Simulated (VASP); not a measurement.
## AgCl in VASP 6.6.1, single-point calculation

INCAR

```
LREAL = .FALSE.
NBANDS = 16
ISMEAR = 0
NELM = 54
LDAUU = 5.0 0
GGA = PS
LDAU = .TRUE.
LDAUL = 2 -1
BMIX = 3
IBRION = -1
SIGMA = 0.01
LASPH = .TRUE.
ISIF = 2
LWAVE = .FALSE.
LCHARG = .FALSE.
LDAUJ = 0 0
LDAUTYPE = 2
PREC = Accurate
EDIFF = 1E-7
ENCUT = 520
LMAXMIX = 4
NSW = 0
```

KPOINTS

```
KPOINTS created by Atomic Simulation Environment
0
Gamma
8 8 8
0 0 0
```

POSCAR

```
Ag Cl
 1.0000000000000000
    -0.0000000000000000    2.9932461610011161    2.9932461610011161
     2.9932461610011161   -0.0000000000000000    2.9932461610011161
     2.9932461610011161    2.9932461610011161    0.0000000000000000
 Ag  Cl
   1   1
Cartesian
  0.0000000000000000  0.0000000000000000  0.0000000000000000
  1.4966230805005580  1.4966230805005580  1.4966230805005580
```

The recommended PBE PAW datasets give the neutral cell 18 valence electrons.

Command

```
mpirun -np 1 vasp_std
```

Problem. How does this run end, and what does it give?

Solution. It converged. Results: gap between bands v and c on the k mesh 2.03 eV; least direct gap on the k mesh 2.03 eV; pressure -1.8 GPa. Band v is the last that the valence electrons fill when counted band by band, and c is the next.

OSZICAR

```
N       E                     dE             d eps       ncg     rms          rms(c)
DAV:   1     0.101103256972E+03    0.10110E+03   -0.85405E+03   968   0.988E+02
DAV:   2    -0.850664606134E+00   -0.10195E+03   -0.95812E+02  1152   0.217E+02
DAV:   3    -0.483977458639E+01   -0.39891E+01   -0.39810E+01  1264   0.451E+01
DAV:   4    -0.487297707785E+01   -0.33202E-01   -0.33200E-01  1120   0.434E+00
DAV:   5    -0.487354987883E+01   -0.57280E-03   -0.57280E-03  1232   0.561E-01    0.603E+00
DAV:   6    -0.482737462070E+01    0.46175E-01   -0.25303E-02  1208   0.248E+00    0.386E+00
DAV:   7    -0.478850240501E+01    0.38872E-01   -0.96683E-02  1144   0.404E+00    0.625E-01
DAV:   8    -0.479074552554E+01   -0.22431E-02   -0.44151E-02  1016   0.204E+00    0.487E-01
DAV:   9    -0.479087966612E+01   -0.13414E-03   -0.13317E-03  1152   0.502E-01    0.295E-01
DAV:  10    -0.479395900007E+01   -0.30793E-02   -0.39627E-03   952   0.717E-01    0.232E-01
DAV:  11    -0.479544906006E+01   -0.14901E-02   -0.28259E-03  1072   0.529E-01    0.209E-01
DAV:  12    -0.479578642938E+01   -0.33737E-03   -0.46980E-04  1056   0.205E-01    0.729E-02
DAV:  13    -0.479598669667E+01   -0.20027E-03   -0.15723E-04  1056   0.854E-02    0.952E-02
DAV:  14    -0.479599390049E+01   -0.72038E-05   -0.51134E-05  1160   0.556E-02    0.218E-02
DAV:  15    -0.479600145530E+01   -0.75548E-05   -0.11415E-05  1088   0.273E-02    0.618E-03
DAV:  16    -0.479600233496E+01   -0.87967E-06   -0.98000E-07  1144   0.918E-03    0.716E-03
DAV:  17    -0.479600224214E+01    0.92822E-07   -0.10156E-06  1056   0.607E-03    0.230E-03
DAV:  18    -0.479600230366E+01   -0.61525E-07   -0.36094E-08  1000   0.152E-03
   1 F= -.47960023E+01 E0= -.47960023E+01  d E =-.527384E-60
```

For comparison, a separate PBEsol run of the intended cell, on usual settings and not on those above, gives a gap of 1.10 eV on its mesh and a pressure of -1.8 GPa.
